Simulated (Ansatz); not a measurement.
Here is an Ansatz 0.2.0 calculation.

The input input.yaml:

```yaml
crystal:
  lattice:
    - [3.3428660531, 0.0, 0.0]
    - [-1.6714330265, 2.8950069234, 0.0]
    - [0.0, 0.0, 5.202714]
  atoms:
    - { symbol: Hf, position: [0.3333333333, 0.6666666667, 0.25] }
    - { symbol: Hf, position: [0.6666666667, 0.3333333333, 0.75] }
    - { symbol: C, position: [0.0, 0.0, 0.5] }
    - { symbol: C, position: [0.0, 0.0, 0.0] }
kpoints:
  mp_grid: { grid: [9, 9, 5] }
  band_path:
    path:
      - [0.0, 0.0, 0.0]
      - [0.5, 0.0, 0.0]
      - [0.3333333333, 0.3333333333, 0.0]
      - [0.0, 0.0, 0.0]
      - [0.0, 0.0, 0.5]
      - [0.5, 0.0, 0.5]
      - [0.3333333333, 0.3333333333, 0.5]
      - [0.0, 0.0, 0.5]
    npoints: 8
scf:
  occupations: { method: fermi_dirac, width: 0.05 }
hamiltonian:
  xc: pbesol
  pseudopotentials: { kind: all_electron, datasets: crystal }
output:
  forces: true
  stress: true
  eigenvalues: true
```

Potentials or basis: all-electron PAW datasets made for the crystal.

Command:

```bash
$ ansatz run input.yaml --threads 2 --pin off --max-ram 8192MiB --backend cpu --events-out ev --progress --plain --runs-dir out
```

Problem. Predict the pressure.

Solution. -7.3 GPa.

Problem. Estimate the band gap along the path.

Solution. None (metal or under the smearing width).

Stress tensor (GPa, compression positive):
```
-8.35  0.00  0.00
 0.00 -8.35  0.00
 0.00  0.00 -5.26
```

Caveat: spin-orbit coupling is left out, which moves the levels of the heavy elements.
